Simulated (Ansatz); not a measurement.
A 2-atom cell of LiH started from a crystallographic database with hydrogen sites as listed (r2SCAN+rVV10 geometry), in Ansatz:

```xyz
2
Lattice="0.0000 1.9985 1.9985 1.9985 0.0000 1.9985 1.9985 1.9985 0.0000" Properties=species:S:1:pos:R:3 pbc="T T T"
Li    0.0000    0.0000    0.0000
H     1.9985    1.9985    1.9985
```

G0W0@PBE with 60 empty bands, a screening cutoff of 140 eV and a 6×6×6 mesh (PAW, contour deformation) gives 4.786 eV over the mesh points, from a PBE gap of 2.977 eV; it sums over 62 bands with 59 plane waves in the screening and a wave cutoff of 420 eV. No extrapolation in bands, cutoff or mesh was made for G0W0. No spin polarisation and no zero-point or thermal motion.

**Question.** Estimate the gap with mesh 8×8×8, empty bands 25, screening cutoff 80 eV.

**Answer.** 4.677 eV (-0.109 eV), from a Kohn-Sham gap of 2.979 eV.

**Question.** Estimate the gap with empty bands 25, screening cutoff 80 eV.

**Answer.** 4.652 eV (-0.134 eV), from a Kohn-Sham gap of 2.977 eV.

**Question.** Estimate the gap with frequency model Godby-Needs pole.

**Answer.** 4.807 eV (+0.021 eV), from a Kohn-Sham gap of 2.977 eV.
